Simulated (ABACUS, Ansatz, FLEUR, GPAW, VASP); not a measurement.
**Al2Au: 6 runs at one level of theory**

```
Au Al
1.0
     0.00000    3.00000    3.00000
     3.00000    0.00000    3.00000
     3.00000    3.00000    0.00000
Au Al
1 2
Cartesian
  0.0000 0.0000 0.0000
  4.5000 4.5000 4.5000
  1.5000 1.5000 1.5000
```

Alike in all runs: task equation of state; functional PBEsol; k mesh 8 × 8 × 8; occupations fermi-dirac, width 0.05 eV; no spin polarisation; no spin-orbit coupling.

```json
{"program and potentials": "Ansatz, Ansatz PAW", "plane-wave cutoff (eV)": "420", "notes": "potentials made for PBE, which Ansatz adapts in part", "equilibrium volume (Å³/atom)": "18.01", "bulk modulus (GPa)": "114.2"}
{"program and potentials": "ABACUS, PseudoDojo NC SR 0.4.1 PBEsol standard, plane waves", "plane-wave cutoff (eV)": "1034", "notes": "-", "equilibrium volume (Å³/atom)": "17.99", "bulk modulus (GPa)": "114.7"}
{"program and potentials": "VASP, PBE PAW files Al, Au, 520 eV", "plane-wave cutoff (eV)": "520", "notes": "potentials made for PBE", "equilibrium volume (Å³/atom)": "17.99", "bulk modulus (GPa)": "114.5"}
{"program and potentials": "FLEUR, all-electron, FLAPW", "plane-wave cutoff (eV)": "-", "notes": "-", "equilibrium volume (Å³/atom)": "18.01", "bulk modulus (GPa)": "114.0"}
{"program and potentials": "Ansatz, all-electron LAPW, scalar-relativistic", "plane-wave cutoff (eV)": "-", "notes": "-", "equilibrium volume (Å³/atom)": "18.01", "bulk modulus (GPa)": "114.0"}
{"program and potentials": "GPAW, PAW data sets generated for this functional", "plane-wave cutoff (eV)": "600", "notes": "this data set often lies off other programs", "equilibrium volume (Å³/atom)": "18.08", "bulk modulus (GPa)": "114.0"}
```

The equilibrium volume spans 17.99 (VASP, PBE PAW files Al, Au, 520 eV) to 18.08 Å³/atom (GPAW, PAW data sets generated for this functional), with all-electron results at 18.01. The bulk modulus spans 114.0 (GPAW, PAW data sets generated for this functional) to 114.7 GPa (ABACUS, PseudoDojo NC SR 0.4.1 PBEsol standard, plane waves), with all-electron results at 114.0. For a metal such a mesh isn't converged, which the comparison doesn't need.

Differences between rows come from potentials, basis sets and numerical settings, since the functional is the same but for its coding. Runs on potential files found faulty are left out.
